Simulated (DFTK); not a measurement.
Hf:

```xyz
1
Lattice="-1.8050 1.8050 1.8050 1.8050 -1.8050 1.8050 1.8050 1.8050 -1.8050" Properties=species:S:1:pos:R:3 pbc="T T T"
Hf    0.0000    0.0000    0.0000
```

This isn't the form of Hf at room conditions, which is hcp.

Base run:

- Program: DFTK 0.8.2
- Functional: revTPSS
- Potentials or basis: cp2k.nc.sr.pbe.v0_1.largecore.gth (PBE, GTH)
- Cutoff: 1932 eV
- k mesh: 8 × 8 × 8
- Occupations: fermi-dirac, width 0.05 eV
- Spin: no spin polarisation

Its results: band gap on the k mesh none (metal or under the smearing width); pressure -7.5 GPa.

Problem. The run is repeated on the same cell with these changes: functional from revTPSS to MS2. What comes out?

Solution. Band gap on the k mesh none (metal or under the smearing width); pressure -4.9 GPa.

Caveats: GTH potentials come without recommended cutoffs, and this one wasn't checked for convergence; the program warned that the kinetic-energy density falls under its von Weizsäcker bound, which can give unphysical results; the potentials were made for another functional, which shifts forces and pressure; spin-orbit coupling is left out, which moves the levels of the heavy elements.
